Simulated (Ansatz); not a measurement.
# PbSe (Clausthalite) (Fm-3m) in Ansatz: a series of runs, part 2 of 2

Ansatz 0.2.0. The steps go on from the part before.

### 5 Single point, PBE

Input file input.yaml:

```yaml
crystal:
  lattice:
    - [0.0, 3.06065, 3.06065]
    - [3.06065, 0.0, 3.06065]
    - [3.06065, 3.06065, 0.0]
  atoms:
    - { symbol: Pb, position: [0.0, 0.0, 0.0] }
    - { symbol: Se, position: [0.5, 0.5, 0.5] }
kpoints:
  mp_grid: { grid: [8, 8, 8] }
scf:
  occupations: { method: gaussian, width: 0.021 }
hamiltonian:
  xc: pbe
  pseudopotentials: { kind: all_electron, lapw: { basis_error: 0.001 } }
output:
  forces: true
  stress: true
  eigenvalues: true
```

Potentials or basis: all-electron LAPW, scalar-relativistic.

Started as:

```sh
> ansatz run input.yaml --threads 1 --pin off --max-ram 3072MiB --backend cpu --events-out ev --progress --plain --runs-dir out
```

It took 5.7 s on 1 thread of Intel Xeon Platinum 8488C (Sapphire Rapids), shared host; peak memory 0.31 GiB.

It converged, with:

```
Free energy            : -634193.3735 eV
Pressure               : 2.4 GPa
Band gap on the k mesh : 0.28 eV, direct
```

Levels at points of the mesh, in eV from the valence-band top:
```tsv
k point	band 27	band 28	band 29	band 30	band 31	band 32	band 33	band 34
(0.00, 0.00, 0.00)	-6.30	-1.89	-1.89	-1.89	4.71	4.71	4.71	6.52
(0.00, 0.00, -0.50)	-8.80	-1.48	-1.48	0.00	0.28	1.69	1.69	8.54
(0.00, -0.50, -0.50)	-7.38	-4.99	-3.24	-3.24	3.69	5.60	5.60	6.04
```

Caveat: spin-orbit coupling is left out, which as a rule narrows the gap of such compounds by several tenths of an eV.

### 6 Single point, PBE

Changes to input.yaml since step 5:

```diff
@@ -11,3 +11,3 @@
 scf:
-  occupations: { method: gaussian, width: 0.021 }
+  occupations: { method: gaussian, width: 0.012 }
 hamiltonian:
```

Potentials or basis: all-electron LAPW, scalar-relativistic.

Started as:

```sh
> ansatz run input.yaml --threads 1 --pin off --max-ram 3072MiB --backend cpu --events-out ev --progress --plain --runs-dir out
```

Log:

```text
Warning: RAYON_NUM_THREADS=1 ignored (pool sized by the plan → 1); use --threads N
LAPW: plane waves up to 7.016 Å⁻¹, error target 1.0e-3 eV per atom; small_component_spin mean_spin; Se in spheres of 1.439 Å, 24 of its electrons in bands, Dirac shells []; Pb in spheres of 1.621 Å, 36 of its electrons in bands, Dirac shells [] (how accurate: hamiltonian.pseudopotentials.lapw.basis_error, Limitations)
Engine: ansatz 0.2.0, x86_64-unknown-linux-gnu
Pseudopotentials: kind: all_electron
Pseudopotential: Pb, LAPW, valence charge 36, lapw/all_electron/scalar/gaussian/Pb, Koelling and Harmon's equation, gaussian nucleus
Pseudopotential: Se, LAPW, valence charge 24, lapw/all_electron/scalar/gaussian/Se, Koelling and Harmon's equation, gaussian nucleus
Functional definition: PBE
  parameter kappa = 0.804
  parameter beta = 0.06672455060314922
  exchange = pbe_x(kappa = kappa, mu = beta*pi^2/3)
  correlation = pbe_c(beta = beta)
Crystal: 2 atoms, lattice volume = 57.342 Å³
Basis set: ecut = 187.5418282807429 eV, 331 PW (Γ), exchange–correlation at level 2
Bands: 36, of which v1, the nominal top of the filled ones, is band 30 counted from 1 (29 counted from 0)
Symmetry: 48 space group operations
Space group: Fm-3m (ITA 225), of the structure as read, at distance tolerance 3.9e-5 Å
k-points: 29 of 512
Non-local potential: Pb, projectors of the file, none
Non-local potential: Se, projectors of the file, none
Initial density: superposition of atomic densities (chi_scale 0.1, normalization cell, long waves kept (reshape's long-wave potential 0.00 eV rms))
Initial wavefunctions: plane waves of lowest kinetic energy (no species holds an atomic orbital)
Functional: x = pbe(κ = 0.804, μ = 0.2195149727645171), c = pbe(β = 0.06672455060314922)
iter 1 solved again at ethr=1.42e-3 eV; its pass at ethr=1.00e-1 eV (dr2=8.50e-1 eV) is discarded
SCF iter   1: F=—  HF=-634193.660623 eV  |F-HF|=—  |Δ(HF+E_count)|=         —  Δρ=2.48e-2  dr2=8.50e-1  ethr=1.42e-3  ⟨swp⟩=2.0  Hψ=6418  notcnv=0
preconditioner: auto → none  [insulator: Δε(μ)=0.591 eV  Ē_g=16.883 eV  σ=0.012 eV  W_gap=1.00  n_scr=14 (ndim 8)  ℏωp=21.9 eV  f_vac=0.122  D(μ)=0.00/eV (n_scr^D=0)  ε∞_Penn≈2.7]
iter 2 solved again at ethr=2.97e-5 eV; its pass at ethr=1.42e-3 eV (dr2=1.78e-2 eV) is discarded
SCF iter   2: F=—  HF=-634193.403926 eV  |F-HF|=—  |Δ(HF+E_count)|=   2.57e-1  Δρ=5.32e-3  dr2=1.78e-2  ethr=2.97e-5  ⟨swp⟩=2.2  Hψ=5606  notcnv=0
SCF iter   3: F=—  HF=-634193.371549 eV  |F-HF|=—  |Δ(HF+E_count)|=   3.24e-2  Δρ=3.31e-3  dr2=1.11e-2  ethr=2.97e-5  ⟨swp⟩=2.9  Hψ=3355  notcnv=0
SCF iter   4: F=—  HF=-634193.373281 eV  |F-HF|=—  |Δ(HF+E_count)|=   1.73e-3  Δρ=9.01e-4  dr2=6.70e-4  ethr=1.84e-5  ⟨swp⟩=2.0  Hψ=3275  notcnv=0
SCF iter   5: F=—  HF=-634193.373533 eV  |F-HF|=—  |Δ(HF+E_count)|=   2.53e-4  Δρ=1.18e-4  dr2=8.79e-6  ethr=1.12e-6  ⟨swp⟩=2.5  Hψ=3224  notcnv=0
SCF iter   6: F=—  HF=-634193.373547 eV  |F-HF|=—  |Δ(HF+E_count)|=   1.31e-5  Δρ=2.01e-5  dr2=3.55e-7  ethr=1.47e-8  ⟨swp⟩=3.0  Hψ=3224  notcnv=0
SCF iter   7: F=-634193.373546 eV  HF=-634193.373546 eV  |F-HF|=5.59e-9  |Δ(HF+E_count)|=   1.85e-7  Δρ=5.93e-6  dr2=3.41e-8  ethr=5.91e-10  ⟨swp⟩=3.0  Hψ=3208  notcnv=0
SCF 1 converged in 7 iterations: F = -634193.373546 eV  dr2 = 3.41e-8
SCF converged after 7 iterations
Free energy (F): -634193.373546 eV
Harris-Foulkes:  -634193.373546 eV  (|F-HF|=5.59e-9)
Internal energy: -634193.373546 eV  (E = F + TS)
E sigma→0 (E₀):  -634193.373546 eV
Fermi energy:    11.907373 eV
--- Per-component energies (eV) ---
  E_band       = -3853.930189
  E_kinetic    = 722667.290269
  E_xc         = -12976.429251
  E_electrostatic = -1343884.234565  (all electrons and nuclei)
  E_smearing   = -0.000000  (= −TS)
  E_closure    = 0.000000  (closes the sum)
  E_atoms      = -634185.215359  (free atoms, spherical and without spin; not in F)
  Σ components = -634193.373546   (vs F -634193.373546, Δ=0.00e0)
  Basis errors (estimates in eV, not in F): energy 3.6e-4 per atom: plane waves 3.3e-4 (1.8e-4 summed), levels above the bands 0.0e0, relativity 5.9e-8, radial functions 2.4e-5, core shells 1.4e-8; eigenvalues (radial functions only) 3.9e-6; not estimated: angular momenta, meshes, grids; target (lapw.basis_error) 1.0e-3; muffin-tin radii Se 1.439 Å, Pb 1.621 Å
--- Forces (eV/Å), atoms counted from 1 ---
  atom   1  Pb    -0.00000000    -0.00000000     0.00000000
  atom   2  Se     0.00000000    -0.00000000    -0.00000000
  max |Σ_I F_I| component: 6.08e-31 eV/Å
--- Stress (GPa, compression-positive) ---
        2.430225       0.000000       0.000000
        0.000000       2.430225      -0.000000
        0.000000      -0.000000       2.430225
  P = ⅓ Tr σ = 2.4302 GPa (24.302 kbar)
--- Band table (eV; the first three rows and the last of 29) ---
  k-point 0: bands = ["-195.7869", "-135.2535", "-135.2535", "-135.2535", "-127.7336", "-116.7616", "-116.7592", "-116.7592", "-116.7592", "-116.7572", "-116.7572", "-116.7572", "-69.5784", "-69.5784", "-69.5784", "-35.4680", "-35.4680", "-35.4658", "-35.4658", "-35.4658", "-5.0874", "-5.0874", "-5.0874", "-5.0837", "-5.0837", "-1.8378", "5.4636", "9.8776", "9.8776", "9.8776", "16.4714", "16.4714", "16.4714", "18.2802", "18.2802", "18.2802"]
  k-point 1: bands = ["-195.7869", "-135.2535", "-135.2535", "-135.2535", "-127.7336", "-116.7616", "-116.7592", "-116.7592", "-116.7592", "-116.7572", "-116.7572", "-116.7572", "-69.5784", "-69.5784", "-69.5784", "-35.4680", "-35.4680", "-35.4658", "-35.4658", "-35.4658", "-5.0882", "-5.0882", "-5.0868", "-5.0816", "-5.0816", "-1.7197", "5.0685", "9.9186", "9.9186", "10.1554", "15.4091", "15.7954", "15.7954", "18.0995", "18.6239", "18.6239"]
  k-point 2: bands = ["-195.7869", "-135.2535", "-135.2535", "-135.2535", "-127.7336", "-116.7616", "-116.7592", "-116.7592", "-116.7592", "-116.7572", "-116.7572", "-116.7572", "-69.5784", "-69.5784", "-69.5784", "-35.4680", "-35.4680", "-35.4658", "-35.4658", "-35.4658", "-5.0966", "-5.0966", "-5.0856", "-5.0703", "-5.0703", "-1.3954", "4.1972", "10.0384", "10.0384", "10.7131", "13.9222", "14.6725", "14.6725", "18.2917", "19.4897", "19.4897"]
  k-point 28: bands = ["-195.7869", "-135.2535", "-135.2535", "-135.2535", "-127.7336", "-116.7616", "-116.7592", "-116.7592", "-116.7592", "-116.7572", "-116.7572", "-116.7572", "-69.5784", "-69.5784", "-69.5784", "-35.4681", "-35.4680", "-35.4658", "-35.4658", "-35.4657", "-5.1752", "-5.0841", "-5.0750", "-5.0750", "-5.0427", "-0.3758", "3.7535", "7.5275", "7.5275", "10.9643", "13.6488", "16.7073", "16.7073", "19.4897", "19.4897", "23.5775"]
```

Run time: 5.8 s. Hardware: 1 thread of Intel Xeon Platinum 8488C (Sapphire Rapids), shared host; peak memory 0.34 GiB.

What came out:

* Free energy: -634193.3735 eV
* Pressure: 2.4 GPa
* Band gap on the k mesh: 0.28 eV, direct

Caveat: spin-orbit coupling is left out, which as a rule narrows the gap of such compounds by several tenths of an eV.

### 7 The runs side by side

| potentials or basis | spin | k mesh | cutoff (eV) | smearing | basis error allowed | gap on the mesh (eV) | pressure (GPa) |
| --- | --- | --- | --- | --- | --- | --- | --- |
| all-electron LAPW, scalar-relativistic | off | 5 × 5 × 5 | 163 | fermi-dirac 0.04 eV | 0.003 eV/atom | - | 2.3 |
| all-electron LAPW, scalar-relativistic | off | 8 × 8 × 8 | 188 | gaussian 0.023 eV | 0.001 eV/atom | 0.28 | 2.4 |
| all-electron LAPW, relativistic spinors | SOC, no magnetisation | 6 × 6 × 6 | 188 | tetrahedron | 0.001 eV/atom | 0.20 | 1.8 |
| all-electron LAPW, scalar-relativistic | off | 8 × 8 × 8 | 188 | gaussian 0.021 eV | 0.001 eV/atom | 0.28 | 2.4 |
| all-electron LAPW, scalar-relativistic | off | 8 × 8 × 8 | 188 | gaussian 0.012 eV | 0.001 eV/atom | 0.28 | 2.4 |

Alike in all rows: task single point; level PBE; cell as given.

Caveats: spin-orbit coupling is left out, which as a rule narrows the gap of such compounds by several tenths of an eV (some runs); with tetrahedron occupations forces and stress needn't match the slope of the energy (some runs).

Compare energies only between runs with the same functional and basis.

### 8 Against experiment

Step 3. A measured gap of PbSe is 0.28 eV (direct; 300 K; a printed reference work, monograph); the calculated 0.28 eV misses it by 0.00 eV. 2 values of this kind are on record (0.15 to 0.28 eV); this one was drawn at random. Spin-orbit coupling on Pb, Se is left out. The value is that of PBE on a finite k mesh, which can miss the band edges, without temperature or zero-point motion. Semilocal functionals fall short of measured gaps as a rule.

Step 4. A measured gap of PbSe is 0.28 eV (direct; 300 K; a printed reference work, monograph); the calculated 0.20 eV misses it by -0.08 eV. 2 values of this kind are on record (0.15 to 0.28 eV); this one was drawn at random. The value is that of PBE on a finite k mesh, which can miss the band edges, without temperature or zero-point motion. Semilocal functionals fall short of measured gaps as a rule.

Step 5. Measured gap of PbSe: 0.28 eV (direct; 300 K; a printed reference work, monograph). This calculation gives 0.28 eV (0.00 eV). 2 values of this kind are on record (0.15 to 0.28 eV); this one was drawn at random. Spin-orbit coupling on Pb, Se is left out. The value is that of PBE on a finite k mesh, which can miss the band edges, without temperature or zero-point motion. Semilocal functionals fall short of measured gaps as a rule.

Step 6. Against the measured gap of PbSe, 0.15 eV (direct; 4.2 K; a printed reference work, monograph), the calculated 0.28 eV is off by +0.13 eV. 2 values of this kind are on record (0.15 to 0.28 eV); this one was drawn at random. Spin-orbit coupling on Pb, Se is left out. The value is that of PBE on a finite k mesh, which can miss the band edges, without temperature or zero-point motion.
